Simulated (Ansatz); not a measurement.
## Relaxing an invented AlFe structure

Level of theory: DFT PBE, scalar-relativistic, plane waves, PAW (Ansatz 0.2.0). Cutoff 420 eV, Gaussian smearing, Γ-centred meshes. Cell and atoms relax first on a coarse mesh and then on a finer one. In between, the cell is made exact in the group found at 0.06 Å. In metals the finer mesh still leaves noise of several meV/atom or more. The steps can't lower the symmetry of their start. Collinear spin, starting moments Fe 4.0 (×2) μB.

The guess for AlFe was made by a generator: random cell by space group and Wyckoff sites (I4_1/amd, No. 141). Its size is a rough estimate.

```xyz
4
Lattice="-2.2901 2.2901 2.6289 2.2901 -2.2901 2.6289 2.2901 2.2901 -2.6289" Properties=species:S:1:pos:R:3 pbc="T T T"
Al    0.0000    0.0000    2.6289
Al    2.2901    0.0000    1.3145
Fe    0.0000    0.0000    0.0000
Fe    0.0000    2.2901    1.3145
```

Formation energies are uncorrected and refer to the elements' standard structures at the same level.

Problem. What does it relax into?

Solution. The symmetry stays I4_1/amd (No. 141). At a tolerance of 0.15 Å it has Fd-3m, and so small a departure can be an unfinished slide or mesh noise. The volume per atom shrinks by 8.4 %, from 13.8 to 12.6 Å³. The shortest distance goes from 2.63 Å (Al–Fe) to 2.54 Å (Al–Fe, Al–Al and Fe–Fe). The ratio c/a of the conventional cell changes by a factor of 1.22. Conventional cell: a = 4.166 Å, c = 5.822 Å. Al has 4 Fe at 2.54 Å, 4 Al at 2.54 Å and 6 Fe at 2.91–2.95 Å; Fe is surrounded by 4 Fe at 2.54 Å, 4 Al at 2.54 Å and 6 Al at 2.91–2.95 Å.

```
Al Fe
1.0
    -2.08291    2.08291    2.91111
     2.08291   -2.08291    2.91111
     2.08291    2.08291   -2.91111
Al Fe
2 2
Cartesian
  0.0000 0.0000 2.9111
  2.0829 0.0000 1.4556
  0.0000 0.0000 0.0000
  0.0000 2.0829 1.4556
```

Problem. How does it come out in energy, and is it a metal?

Solution.

- Energy over the elements: −0.19 eV/atom
- Gap on the 16×16×16 mesh of the 4-atom cell: 0 eV (a metal)
- Net moment per atom: 0.95 μB
- Moment by site: Fe 2.0 (×2) μB

The last run used collinear spin and Gaussian smearing of 0.10 eV. The magnetic state reached may not be the lowest. A structure relaxed within its symmetry needn't be a true minimum. Another cell of AlFe relaxed alike, in Pm-3m (a cell as deposited in COD), lies 124 meV/atom lower, so this cell isn't the stable form at this level. Site moments count only spheres around the atoms; the net moment includes the space between them.
